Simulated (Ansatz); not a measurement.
**KI: where the heat goes in a short trajectory**

Theory: Ansatz, DFT PBEsol, scalar-relativistic, plane waves, PAW. Cutoff 420 eV, Γ-centred 1×1×1 k-points, Fermi–Dirac smearing of 0.22 eV. The mesh is coarse. No spin polarisation.

16 atoms start on the lattice sites below (V = 770.6 Å³, 1.10 times the source cell's; static pressure -0.51 GPa, largest force component 0.00 eV/Å) with velocities drawn for 2600 K; constant energy, at which the real crystal may have melted, fixed cell, 65 steps of 1.5 fs.

```
K I
1.0
     7.27665    0.00000    7.27665
     7.27665    7.27665    0.00000
     0.00000    7.27665    7.27665
K I
8 8
Cartesian
  0.0000 0.0000 0.0000
  3.6383 3.6383 0.0000
  3.6383 0.0000 3.6383
  7.2766 3.6383 3.6383
  0.0000 3.6383 3.6383
  3.6383 7.2766 3.6383
  3.6383 3.6383 7.2766
  7.2766 7.2766 7.2766
  3.6383 3.6383 3.6383
  7.2766 7.2766 3.6383
  7.2766 3.6383 7.2766
  10.9150 7.2766 7.2766
  3.6383 7.2766 7.2766
  7.2766 10.9150 7.2766
  7.2766 7.2766 10.9150
  10.9150 10.9150 10.9150
```

```csv
t (fs),T (K),kinetic energy (meV/atom),potential energy over the first frame (meV/atom),P with the kinetic part (GPa)
0.0,2600,315.1,0.0,0.24
6.0,2587,313.5,1.6,0.25
12.0,2547,308.6,6.5,0.30
18.0,2477,300.2,14.9,0.39
24.0,2376,287.9,27.2,0.50
30.0,2242,271.7,43.3,0.64
36.0,2080,252.1,63.0,0.81
42.0,1897,229.9,85.2,0.99
48.0,1708,207.0,108.1,1.16
54.0,1535,186.0,129.1,1.32
60.0,1396,169.2,145.9,1.44
66.0,1307,158.4,156.7,1.52
72.0,1268,153.7,161.4,1.55
78.0,1272,154.1,160.9,1.53
84.0,1304,158.0,157.0,1.49
90.0,1351,163.7,151.3,1.43
96.0,1403,170.0,145.1,1.36
```

T counts 3N − 3 degrees of freedom. Means over every step of the second half, not only the rows shown: T = 1368 K, kinetic energy 165.8 meV/atom, potential energy 149.3 meV/atom, P = 1.45 GPa.

Task: Does the potential energy follow equipartition for harmonic vibrations?

Result: In a harmonic crystal each vibration holds as much potential as kinetic energy on average, here 165.8 meV/atom. The run has 149.3, a ratio of 0.90. That is near one, as for a crystal vibrating about its sites. At constant energy a start from the lattice sites hands about half of the kinetic energy to the potential, so T should settle near 1300 K. So short a run gives a rough mean. Electronic entropy is part of the potential energy at this smearing.

Task: Split the rise of pressure into the kinetic part and the rest. Can a thermal Grüneisen parameter be estimated?

Result: The program counts the kinetic part as N k_B T/V = 0.39 GPa. The pressure lies 1.95 GPa over the static one in all, so the forces add 1.56 GPa. For a harmonic mode with ω ∝ V^(−γ) and an amplitude that scales with the cell, the forces add (2γ − 2/3)U/V, which needs no equipartition; when U equals the kinetic energy K, this and the kinetic part 2K/(3V) sum to the Mie–Grüneisen γE_th/V. With U = N × 149.3 meV, γ = 1/3 + V ΔP_forces/(2U) = 1.90, for harmonic vibrations a mean over the modes weighted by their potential energy, for uniform scaling of the cell (in a layered or otherwise anisotropic crystal this differs from γ under hydrostatic pressure). Most solids fall between 1 and 3, and tetrahedral, framework and layered ones often lower; anharmonic motion and pressure swings in a cell of 16 atoms make this value uncertain by tenths or more.